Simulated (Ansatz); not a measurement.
# K on Co(0001): change of the work function, part 3 of 4

Aim: the work function of Co(0001) at several coverages of K (fcc site), and the dipole that each adsorbate carries.

Ansatz 0.2.0; plane-wave DFT, PBE, Ansatz PAW.

So far, work function, upper face (eV): step 2 (the clean slab) 4.93; step 3 (37 atoms, coverage 0.111 ML, cell 3x3) 1.71.

### Step 4. Adsorbate added, k-mesh 6×6×1, coverage 0.25 ML

System of this step: K/Co(0001). The cell holds 17 atoms: 16 Co and 1 K. Cell: a = 5.020 Å, b = 5.020 Å, c = 27.090 Å, α = 90.0°, β = 90.0°, γ = 60.0°. Vacuum lies along c.

Another coverage, to see how the dipoles act on each other as their distance changes.

input.yaml

```yaml
crystal:
  lattice:
    - [5.02, 0.0, 0.0]
    - [2.51, 4.347447527, 0.0]
    - [0.0, 0.0, 27.0896508988]
  atoms:
    - { symbol: Co, position: [0.3333333333, 0.3333333333, 0.332230195], spin: 1.82 }
    - { symbol: Co, position: [0.0, 0.0, 0.4073736514], spin: 1.76 }
    - { symbol: Co, position: [0.3333333333, 0.3333333333, 0.4828787628], spin: 1.74 }
    - { symbol: Co, position: [0.0, 0.0, 0.5546930502], spin: 1.79 }
    - { symbol: Co, position: [0.3333333333, 0.8333333333, 0.332230195], spin: 1.82 }
    - { symbol: Co, position: [0.0, 0.5, 0.4073736514], spin: 1.76 }
    - { symbol: Co, position: [0.3333333333, 0.8333333333, 0.4828787628], spin: 1.74 }
    - { symbol: Co, position: [0.0, 0.5, 0.5546930502], spin: 1.79 }
    - { symbol: Co, position: [0.8333333333, 0.3333333333, 0.332230195], spin: 1.82 }
    - { symbol: Co, position: [0.5, 0.0, 0.4073736514], spin: 1.76 }
    - { symbol: Co, position: [0.8333333333, 0.3333333333, 0.4828787628], spin: 1.74 }
    - { symbol: Co, position: [0.5, 0.0, 0.5546930502], spin: 1.79 }
    - { symbol: Co, position: [0.8333333333, 0.8333333333, 0.332230195], spin: 1.82 }
    - { symbol: Co, position: [0.5, 0.5, 0.4073736514], spin: 1.76 }
    - { symbol: Co, position: [0.8333333333, 0.8333333333, 0.4828787628], spin: 1.74 }
    - { symbol: Co, position: [0.5, 0.5, 0.5546930502], spin: 1.79 }
    - { symbol: K, position: [0.1666666667, 0.1666666667, 0.667769805] }
magnetization:
  spin_polarized: true
kpoints:
  mp_grid: { grid: [6, 6, 1] }
hamiltonian:
  xc: pbe
scf:
  occupations: { method: fermi_dirac, width: 0.1 }
  convergence: { dr2_threshold: 1.0e-08 }
efield:
  axis: 3
  dipole_correction: true
  ramp_position: 0.97
  ramp_width: 0.06
relax:
  f_tol: 0.02
  max_steps: 60
  constraints: [{ sites: [0, 1, 4, 5, 8, 9, 12, 13] }]
output:
  dos: { projected: true, e_range: [-8, 4] }
  write_potential: true
  write_density: true
  volumetric_format: npy
  elf: true
```

Command:

```
$ ansatz run input.yaml --threads 4 --pin off --max-ram 16384MiB --backend cpu --events-out ev --progress --plain --runs-dir out
```

Log:

```text
[...]
Crystal: 17 atoms, lattice volume = 591.210 Å³
Basis set: ecut = 420 eV, 11689 PW (Γ), exchange–correlation on 72×72×384 points (8 copies of the dense FFT grid, shifted against one another)
Bands: 186, of which v1, the nominal top of the filled ones, is band 141 counted from 1 (140 counted from 0)
Symmetry: 6 space group operations
k-points: 7 of 36 (time reversal used)
[...]
Starting moments: Σ|m| = 28.44 μB on 16 of 17 sites
[...]
SCF iter   1: F=—  HF=-83545.433521 eV  |F-HF|=—  |Δ(HF+E_count)|=         —  Δρ=4.30e-2 (↑9.55e-3 ↓4.30e-2)  dr2=3.14e1  dr2_m=2.23e0  M=27.818 μB ∫|m|=28.779 μB  β_m=1.00  ethr=3.10e-3  p=0.000 e·Å  D=7.16e-6 V/Å  ΔV_dip=-0.00 eV  dr2_dipole=1.50e0  V_vac-E_F(+/−)=7.36/7.36 eV  ⟨swp⟩=9.1  Hψ=12879  notcnv=0  defer=176
[...]
SCF iter  20: F=-83551.405332 eV  HF=-83551.405332 eV  |F-HF|=6.58e-9  |Δ(HF+E_count)|=   1.28e-8  Δρ=7.42e-7 (↑3.90e-7 ↓7.42e-7)  dr2=8.37e-9  dr2_m=4.18e-10  M=27.288 μB ∫|m|=29.990 μB  ethr=2.15e-12  p=0.334 e·Å  D=1.02e-1 V/Å  ΔV_dip=-2.77 eV  dr2_dipole=1.89e-9  V_vac-E_F(+/−)=2.21/4.98 eV  ⟨swp⟩=14.0  Hψ=19513  notcnv=0
SCF 1 converged in 20 iterations: F = -83551.405332 eV  dr2 = 8.37e-9
[...]
relax step   1: F+E_penalty+E_count = -83551.40533226 eV  Δ(F+E_penalty+E_count) = +0.000e0 eV  max|allowed force component| = 2.710e-1 eV/Å  Δτ_max = 0.0000 Å  (20 SCF iters, accepted)
[...]
SCF iter  13: F=-83551.419430 eV  HF=-83551.419430 eV  |F-HF|=5.82e-9  |Δ(HF+E_count)|=   2.27e-9  Δρ=7.96e-7 (↑2.81e-7 ↓7.96e-7)  dr2=5.90e-9  dr2_m=6.81e-10  M=27.274 μB ∫|m|=29.978 μB  ethr=1.72e-12  p=0.338 e·Å  D=1.04e-1 V/Å  ΔV_dip=-2.81 eV  dr2_dipole=1.02e-9  V_vac-E_F(+/−)=2.17/4.98 eV  ⟨swp⟩=11.1  Hψ=16547  notcnv=0
SCF 2 converged in 13 iterations: F = -83551.419430 eV  dr2 = 5.90e-9
[...]
relax step   2: F+E_penalty+E_count = -83551.41942951 eV  Δ(F+E_penalty+E_count) = -1.410e-2 eV  max|allowed force component| = 2.183e-1 eV/Å  Δτ_max = 0.0465 Å  (13 SCF iters, accepted)
SCF iter   1: F=—  HF=-83551.438275 eV  |F-HF|=—  |Δ(HF+E_count)|=         —  Δρ=1.39e-3 (↑1.07e-3 ↓1.39e-3)  dr2=3.97e-2  dr2_m=5.92e-3  M=27.208 μB ∫|m|=29.911 μB  β_m=1.00  ethr=1.87e-4  p=0.338 e·Å  D=1.04e-1 V/Å  ΔV_dip=-2.81 eV  dr2_dipole=1.17e-2  V_vac-E_F(+/−)=2.17/4.98 eV  ⟨swp⟩=6.6  Hψ=6846  notcnv=0  defer=235
[...]
SCF iter  16: F=-83551.437770 eV  HF=-83551.437770 eV  |F-HF|=4.07e-10  |Δ(HF+E_count)|=  9.17e-10  Δρ=2.99e-7 (↑1.47e-7 ↓2.99e-7)  dr2=8.78e-10  dr2_m=1.04e-10  M=27.186 μB ∫|m|=29.898 μB  ethr=1.77e-12  p=0.358 e·Å  D=1.09e-1 V/Å  ΔV_dip=-2.97 eV  dr2_dipole=2.48e-13  V_vac-E_F(+/−)=2.01/4.98 eV  ⟨swp⟩=11.8  Hψ=16858  notcnv=0
SCF 3 converged in 16 iterations: F = -83551.437770 eV  dr2 = 8.78e-10
relax step   3: F+E_penalty+E_count = -83551.43776957 eV  Δ(F+E_penalty+E_count) = -1.834e-2 eV  max|allowed force component| = 8.638e-2 eV/Å  Δτ_max = 0.1960 Å  (16 SCF iters, accepted)
SCF iter   1: F=—  HF=-83551.439697 eV  |F-HF|=—  |Δ(HF+E_count)|=         —  Δρ=2.99e-4 (↑2.76e-4 ↓2.99e-4)  dr2=2.93e-3  dr2_m=2.71e-4  M=27.216 μB ∫|m|=29.924 μB  β_m=1.00  ethr=1.12e-5  p=0.358 e·Å  D=1.09e-1 V/Å  ΔV_dip=-2.97 eV  dr2_dipole=4.78e-4  V_vac-E_F(+/−)=2.01/4.98 eV  ⟨swp⟩=4.2  Hψ=6130  notcnv=0  defer=217
[...]
SCF iter  15: F=-83551.439598 eV  HF=-83551.439598 eV  |F-HF|=1.28e-9  |Δ(HF+E_count)|=  7.42e-10  Δρ=2.82e-7 (↑1.24e-7 ↓2.82e-7)  dr2=1.82e-9  dr2_m=1.15e-10  M=27.219 μB ∫|m|=29.930 μB  ethr=1.00e-12  p=0.352 e·Å  D=1.08e-1 V/Å  ΔV_dip=-2.92 eV  dr2_dipole=8.42e-12  V_vac-E_F(+/−)=2.06/4.98 eV  ⟨swp⟩=10.9  Hψ=15906  notcnv=0
SCF 4 converged in 15 iterations: F = -83551.439598 eV  dr2 = 1.82e-9
relax step   4: F+E_penalty+E_count = -83551.43959782 eV  Δ(F+E_penalty+E_count) = -1.828e-3 eV  max|allowed force component| = 1.576e-2 eV/Å  Δτ_max = 0.0555 Å  (15 SCF iters, accepted)
[...]
SCF converged after 15 iterations
Magnetization: 27.2190 μB (154.1095 up, 126.8905 down)
Absolute magnetization: 29.9383 μB (∫|ρ↑−ρ↓|, with the PAW one-centre terms)
[...]
Per-site moments (μB) at R_I (Å): [(1.821974, 1.030734), (1.755371, 1.030734), (1.734562, 0.999547), (1.750234, 0.999141), (1.821974, 1.030734), (1.755371, 1.030734), (1.734562, 0.999547), (1.750234, 0.999141), (1.821974, 1.030734), (1.755371, 1.030734), (1.734562, 0.999547), (1.750234, 0.999141), (1.823152, 1.030734), (1.753425, 1.030734), (1.731361, 0.999141), (1.789952, 1.012822), (-0.00606179, 1.332744)]
Free energy (F): -83551.439598 eV
[...]
Internal energy: -83550.860283 eV  (E = F + TS)
E sigma→0 (E₀):  -83551.149941 eV
Entropy (-TS):   -0.579314 eV (-34.077 meV/atom)
Fermi energy:    3.672804 eV
Dipole field:    D = 0.107745 V/Å  (p = 0.352029 e·Å, saw-weighted, corrected)
Work function:   Φ+ = 2.0578 eV   Φ− = 4.9766 eV
[...]
--- Forces (eV/Å), atoms counted from 1 ---
  atom   1  Co     0.00057517     0.00033208     0.50577651
  atom   2  Co     0.01778012     0.01026536    -0.50135718
  atom   3  Co     0.00165796     0.00095722     0.00327538
  atom   4  Co     0.00626667     0.00361807    -0.00031741
  atom   5  Co     0.00000000    -0.00066415     0.50577651
  atom   6  Co    -0.00000000    -0.02053072    -0.50135718
  atom   7  Co    -0.00000000    -0.00191445     0.00327538
  atom   8  Co     0.00000000    -0.00723613    -0.00031741
  atom   9  Co    -0.00057517     0.00033208     0.50577651
  atom  10  Co    -0.01778012     0.01026536    -0.50135718
  atom  11  Co    -0.00165796     0.00095722     0.00327538
  atom  12  Co    -0.00626667     0.00361807    -0.00031741
  atom  13  Co     0.00000000    -0.00000000     0.50521239
  atom  14  Co    -0.00000000     0.00000000    -0.50920415
  atom  15  Co    -0.00000000    -0.00000000    -0.00064506
  atom  16  Co     0.00000000     0.00000000    -0.00177445
  atom  17  K     -0.00000000    -0.00000000    -0.01575637
  max |Σ_I F_I| component: 3.57e-5 eV/Å
--- Band table (eV; the first three rows and the last of 14) ---
  k-point 0 ↑: bands = [... 137 lower, 2.7503, 2.7503, 2.7510, 2.9002, 2.9002, 2.9034, 2.9669, 2.9669, ... 41 higher]
  k-point 1 ↑: bands = [... 137 lower, 2.6958, 2.6994, 2.7053, 2.7504, 2.7583, 2.7595, 2.7805, 2.8734, ... 41 higher]
  k-point 2 ↑: bands = [... 137 lower, 2.4360, 2.4375, 2.4732, 2.5308, 2.5900, 2.6026, 2.6063, 2.6120, ... 41 higher]
  k-point 6 ↓: bands = [... 137 lower, 4.3947, 4.4376, 4.4482, 4.4553, 4.4628, 4.4673, 4.5199, 4.5227, ... 41 higher]
--- Relaxed structure (4 steps of the walk, 4 accepted, 0 SCFs on fresh bases) ---
  F+E_penalty+E_count = -83551.43959782 eV   max|allowed force component| = 1.576e-2 eV/Å
  atoms:
    - { symbol: Co, position: [0.333333, 0.333333, 0.332230195] }
    - { symbol: Co, position: [2.666712e-17, 2.666712e-17, 0.4073736514] }
    - { symbol: Co, position: [0.333813, 0.333813, 0.482982] }
    - { symbol: Co, position: [-0.00121846, -0.00121846, 0.554467] }
    - { symbol: Co, position: [0.333333, 0.833333, 0.332230195] }
    - { symbol: Co, position: [5.551115e-17, 0.5, 0.4073736514] }
    - { symbol: Co, position: [0.333813, 0.832375, 0.482982] }
    - { symbol: Co, position: [-0.00121846, 0.502437, 0.554467] }
    - { symbol: Co, position: [0.833333, 0.333333, 0.332230195] }
    - { symbol: Co, position: [0.500000, 2.666712e-17, 0.4073736514] }
    - { symbol: Co, position: [0.832375, 0.333813, 0.482982] }
    - { symbol: Co, position: [0.502437, -0.00121846, 0.554467] }
    - { symbol: Co, position: [0.833333, 0.833333, 0.332230195] }
    - { symbol: Co, position: [0.5, 0.5, 0.4073736514] }
    - { symbol: Co, position: [0.833333, 0.833333, 0.482532] }
    - { symbol: Co, position: [0.5, 0.5, 0.556261] }
    - { symbol: K, position: [0.166667, 0.166667, 0.660867] }
```

Wall time 6.3 min (4 threads of Arm Neoverse V1, shared host); peak memory 3.2 GiB; 24 min of CPU time.

The steps of the relaxation:

| step | energy less that of the first step (eV) | largest force component (eV/Å) |
| --- | --- | --- |
| 1 | 0.0000 | 0.2710 |
| 2 | -0.0141 | 0.2183 |
| 3 | -0.0324 | 0.0864 |
| 4 | -0.0343 | 0.0158 |

The run keeps the 6 symmetry operations that the program found, so distortions that break them were not tested.

The atoms that moved most (Å):

| atom | dx | dy | dz | length |
| --- | --- | --- | --- | --- |
| K17 | 0.000 | 0.000 | -0.187 | 0.187 |
| Co16 | 0.000 | 0.000 | 0.042 | 0.042 |
| Co8 | 0.000 | 0.011 | -0.006 | 0.012 |
| Co12 | 0.009 | -0.005 | -0.006 | 0.012 |
| Co4 | -0.009 | -0.005 | -0.006 | 0.012 |
| Co15 | 0.000 | 0.000 | -0.009 | 0.009 |
| Co11 | -0.004 | 0.002 | 0.003 | 0.005 |
| Co3 | 0.004 | 0.002 | 0.003 | 0.005 |

The relaxed structure:

```
Co K
1.0
     5.02000    0.00000    0.00000
     2.51000    4.34745    0.00000
     0.00000    0.00000   27.08965
Co K
16 1
Direct
  0.33333 0.33333 0.33223
  0.00000 0.00000 0.40737
  0.33381 0.33381 0.48298
  0.99878 0.99878 0.55447
  0.33333 0.83333 0.33223
  0.00000 0.50000 0.40737
  0.33381 0.83237 0.48298
  0.99878 0.50244 0.55447
  0.83333 0.33333 0.33223
  0.50000 0.00000 0.40737
  0.83237 0.33381 0.48298
  0.50244 0.99878 0.55447
  0.83333 0.83333 0.33223
  0.50000 0.50000 0.40737
  0.83333 0.83333 0.48253
  0.50000 0.50000 0.55626
  0.16667 0.16667 0.66087
```

Read from the output:

- energy at zero smearing: -83551.1499 eV
- total moment: 27.22 μB
- work function, upper face: 2.058 eV
- work function, lower face: 4.977 eV
- dipole along the normal: 0.3520 e·Å
- step between the vacuum levels: -2.919 eV

Running mean over 2.03561 Å of the planar mean; the ramp of the sawtooth is left out. Electron's electrostatic potential energy less the Fermi level against z:

z (Å), electron's electrostatic potential energy less the Fermi level (eV) and a bar from the least value:
```
      3.5        5.0 ##############################
      4.0        5.0 ##############################
      4.5        5.0 ##############################
      5.0        5.0 ##############################
      5.5        5.0 ##############################
      6.0        4.9 ##############################
      6.5        4.8 ##############################
      7.0        4.2 #############################
      7.5        1.9 ########################
      8.0       -3.5 ###############
      8.5       -8.6 #####
      9.0      -10.3 ##
      9.5      -10.5 ##
     10.0      -10.5 ##
     10.5      -10.5 ##
     11.0      -10.5 ##
     11.5      -10.5 ##
     12.0      -10.5 ##
     12.5      -10.5 ##
     13.0      -10.6 ##
     13.5      -11.0 #
     14.0      -11.5 
     14.5      -11.1 #
     15.0      -10.4 ##
     15.5       -8.9 #####
     16.0       -4.5 #############
     16.5       -0.2 #####################
     17.0        0.2 #####################
     17.5       -1.0 ###################
     18.0       -1.7 ##################
     18.5       -1.5 ##################
     19.0       -0.3 ####################
     19.5        0.8 ######################
     20.0        1.4 ########################
     20.5        1.7 ########################
     21.0        1.9 ########################
     21.5        2.0 ########################
     22.0        2.0 #########################
     22.5        2.0 #########################
     23.0        2.0 #########################
     23.5        2.1 #########################
```

The density of states has structure finer than the step of the table below, so its rows give means over 0.25 eV. Peaks (eV: height): total -3.340: 58.2, -2.530: 59.4, -2.170: 54.9, -1.080: 78.4, -0.900: 69.1, -0.810: 80.2, -0.750: 64.2; up -3.340: 48.9, -2.890: 33.1, -2.560: 35.8, -2.410: 42.7, -1.080: 53.7, -0.870: 33.2, -0.810: 51.4; down -2.530: 36.0, -0.900: 36.7, -0.840: 45.7, -0.750: 40.8, -0.330: 40.3, 1.020: 41.4, 1.140: 36.6.

Table of density of states by energy, zero at the Fermi level; means over each step; values in states/eV a cell:

```csv
energy (eV),total,up,down
-7.75,0.935,0.471,0.463
-7.50,0.902,0.460,0.442
-7.25,1.09,0.577,0.509
-7.00,2.33,1.23,1.10
-6.75,2.11,1.03,1.09
-6.50,1.87,1.02,0.848
-6.25,2.04,1.03,1.01
-6.00,2.62,1.71,0.910
-5.75,3.13,1.45,1.68
-5.50,2.77,1.71,1.06
-5.25,4.14,2.73,1.42
-5.00,8.48,7.32,1.16
-4.75,11.5,7.92,3.59
-4.50,14.0,11.4,2.53
-4.25,16.6,15.0,1.60
-4.00,17.8,10.9,6.90
-3.75,19.6,15.4,4.19
-3.50,24.7,16.4,8.32
-3.25,23.6,14.0,9.58
-3.00,30.0,20.5,9.53
-2.75,29.7,21.3,8.41
-2.50,44.9,33.2,11.7
-2.25,41.0,23.2,17.8
-2.00,27.3,18.3,9.00
-1.75,25.2,18.3,6.97
-1.50,36.3,20.0,16.3
-1.25,41.8,23.2,18.7
-1.00,53.9,29.9,24.0
-0.75,50.7,23.1,27.7
-0.50,22.2,4.87,17.4
-0.25,19.7,2.65,17.0
0.00,16.9,5.17,11.7
0.25,19.8,2.57,17.2
0.50,20.3,1.77,18.5
0.75,22.1,3.21,18.9
1.00,34.3,3.37,30.9
1.25,22.2,4.82,17.4
1.50,11.2,4.21,7.02
1.75,4.73,2.29,2.44
```

Projected DOS per atom over height of the atomic layer and energy from the Fermi level. Layers: Co4 Co4 Co4 Co4 K from below.

Ten even steps from '_' (0.00 states/eV) to '@' (3.29 states/eV), each cell a mean:
```
__________
::------..
==++====::
==::::==..
::::::::..
++======__
@@%%@@@@__
%%**++##__
++==--++__
%%##**%%__
**++++**__
--====--__
--------__
::----::__
..::--::__
........__
__________
__________
__________
__________
__________
__________
```
Columns: height of the atomic layer (Å) from 9 to 17.9 (not evenly spaced); rows upwards: energy from the Fermi level (eV) from -7.96 to 1.95.

(Continued in part 4 of 4.)

[Long decimals in the printed logs are rounded to 6 places.]

[Logs are printed without paths, hosts, clocks, repeated set-up lines and the standing remarks that a program may print on its own settings, such as how far it seeks lower states.]

[Hosts, paths, dates, database ids (printed as entryN), source tags and the programs' standing remarks are cut or masked in the printed files.]

[Maps of the electrostatic potential energy from Ansatz leave out the sawtooth potential of an applied field or a dipole correction, so their vacuum need not be flat; planar profiles and work functions include it.]

[The density of states shown here was stored with 400 of the rows of the run's finer table, so its peaks can read low, often by over a quarter, or be missed, and its means over a window can be off by a tenth or more.]
